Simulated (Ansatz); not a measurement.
# Ti: the cost of one run

Program: Ansatz 0.2.0. Level of theory: DFT PBE, scalar-relativistic. These are calculated values, not measurements.

**1. The system as given**

It takes space group Im-3m (No. 229, cubic). The conventional cell has a = 3.282 Å, b = 3.282 Å, c = 3.282 Å, α = 90.00°, β = 90.00°, γ = 90.00°. Ti (site symmetry m-3m) is surrounded by 8 Ti at 2.84 Å.

Structure file:

```xyz
1
Lattice="-1.6410 1.6410 1.6410 1.6410 -1.6410 1.6410 1.6410 1.6410 -1.6410" Properties=species:S:1:pos:R:3 pbc="T T T"
Ti    0.0000    0.0000    0.0000
```

**2. The deformed structure**

Space group Im-3m before, I4/mmm after.

**3. All-electron LAPW**

The input, input.yaml:

```yaml
crystal:
  lattice:
    - [-1.69023, 1.69023, 1.641]
    - [1.69023, -1.69023, 1.641]
    - [1.69023, 1.69023, -1.641]
  atoms:
    - { symbol: Ti, position: [0.0, 0.0, 0.0] }
kpoints:
  mp_grid: { grid: [14, 14, 14] }
  band_path:
    path:
      - [0.0, 0.0, 0.0]
      - [0.0, 0.0, 0.5]
      - [-0.5, 0.5, 0.5]
      - [0.0, 0.0, 0.0]
      - [0.4856489773, 0.4856489773, -0.4856489773]
      - [-0.4856489773, 0.5143510227, 0.4856489773]
      - [-0.5, 0.5, 0.5]
      - [0.0, 0.0, 0.5]
      - [0.25, 0.25, 0.25]
    npoints: 5
scf:
  occupations: { method: fermi_dirac, width: 0.05 }
hamiltonian:
  xc: pbe
  pseudopotentials: { kind: all_electron, lapw: { basis_error: 0.00025 } }
output:
  forces: true
  stress: true
  eigenvalues: true
```

The run is started by

```
$ ansatz run input.yaml --threads 1 --pin off --max-ram 3072MiB --backend cpu --events-out ev --progress --plain --runs-dir out
```

**Question.** How long does this run take on 1 thread of Intel Xeon Platinum 8488C (Sapphire Rapids), shared host, and how much memory does it need?

About 11 s, with a peak of 0.4 GiB.
